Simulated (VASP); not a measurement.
A run of VASP 6.6.1 is set up as follows.

File INCAR:

```
SYSTEM = SnO2
PREC = Accurate
ENCUT = 520
EDIFF = 1E-7
ISMEAR = -1
SIGMA = 0.05
LREAL = .False.
LASPH = .True.
NELM = 100
ALGO = Normal
ISIF = 2
LWAVE = .False.
LCHARG = .False.
GGA = PE
NBANDS = 35
```

Contents of KPOINTS:

```
regular mesh
0
Gamma
  9 9 9
  0 0 0
```

The input POSCAR:

```
SnO2
1.0
   -2.0000686112      2.0000686112      5.1236788559
    2.0000686112     -2.0000686112      5.1236788559
    2.0000686112      2.0000686112     -5.1236788559
Sn O
2 4
Direct
    0.0000000000      0.0000000000      0.0000000000
    0.7500000000      0.2500000000      0.5000000000
    0.5465225900      0.0465225900      0.5000000000
    0.2034774100      0.2034774100      0.0000000000
    0.9534774100      0.4534774100      0.5000000000
    0.7965225900      0.7965225900      0.0000000000
```

Potentials or basis: VASP PAW PBE potentials, release 64 (Sn_d, O).

The run is started by

```sh
$ cat potpaw_PBE.64/Sn_d/POTCAR potpaw_PBE.64/O/POTCAR > POTCAR
$ mpirun -np 1 vasp_std > vasp.out
```

(1) What does it give for the pressure?

(2) What does it give for the band gap on the k mesh?

Answers

(1) 6.5 GPa.

(2) 1.64 eV, indirect (least direct gap 2.02 eV).

Caveat: spin-orbit coupling is left out, which moves the levels of the heavy elements; an odd mesh through Γ misses points on the zone boundary, where band edges often lie.
